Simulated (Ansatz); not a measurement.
HCOOH on a (100) slab of Cu (Fm-3m (No. 225)), 4 planes, outer planes Cu (top) and Cu (bottom), 1 a cell of 25.4 Å², relaxed and still whole (its atoms last):

```xyz
21
Lattice="5.0394 0.0000 0.0000 0.0000 5.0394 0.0000 0.0000 0.0000 23.3451" Properties=species:S:1:pos:R:3 pbc="T T T"
Cu    1.2598    1.2598    8.0000
Cu    1.2598    3.7795    8.0000
Cu    3.7795    1.2598    8.0000
Cu    3.7795    3.7795    8.0000
Cu    2.5197    2.5197    9.7817
Cu    2.5197    0.0000    9.7817
Cu    0.0000    2.5197    9.7817
Cu    0.0000    0.0000    9.7817
Cu    3.7931    3.7906   11.6001
Cu    3.7923    1.2470   11.6086
Cu    1.2472    3.7921   11.5990
Cu    1.2488    1.2462   11.6000
Cu   -0.0026    0.0027   13.4830
Cu    0.0106    2.5270   13.3401
Cu    2.5118   -0.0106   13.3406
Cu    2.5217    2.5178   13.3311
O     1.3559   -1.3646   16.2579
C     0.4335   -0.4511   16.4963
O    -0.2036    0.1920   15.6696
H     1.4726   -1.4736   15.2546
H     0.2784   -0.3105   17.5818
```

The calculation used DFT PBE+D3(BJ), scalar-relativistic, plane waves, PAW (Ansatz). Settings: cutoff 420 eV, Γ-centred mesh 4×4×1 on the computed 21-atom cell, Gaussian smearing of 0.10 eV; no spin polarisation. The cell repeats along c with a dipole correction in the vacuum.

It binds with 0.67 eV a molecule against the clean slab and the free molecule (no zero-point or thermal terms); its shortest contact is O–Cu 2.20 Å. Take first-order desorption with no barrier to adsorption, no reaction on the face and an assumed prefactor of 10^13 s⁻¹.

(1) How long does a molecule stay at 400 K?

(2) Where does its peak lie in a desorption experiment heated at 2 K/s?

(3) Is this physisorption or chemisorption?

The molecule may also break up before it leaves, which wasn't tried.

Spin polarisation was left out, and a magnetic state may lie lower.

Results:

(1) τ = ν⁻¹·exp(E/k_BT) with k_BT = 0.0345 eV: E/k_BT = 19.4, so τ ≈ 3×10^-5 s. At about one hit a site a second (10⁻⁶ mbar) the coverage is near τ × 1 s⁻¹, so a layer needs roughly 4×10^-2 mbar.

(2) The peak obeys E/(k_B·T_p²) = (ν/β)·exp(−E/k_BT_p). Solving gives T_p ≈ 248 K (E/k_BT_p = 31.3). An error of 0.1 eV in E moves it by about 37 K, and larger molecules have larger prefactors, which lowers it.

(3) The tightest contact, O–Cu 2.20 Å, is 1.11 times the sum of covalent radii, and deformation and lateral interaction add up to +0.02 eV. This is chemisorption.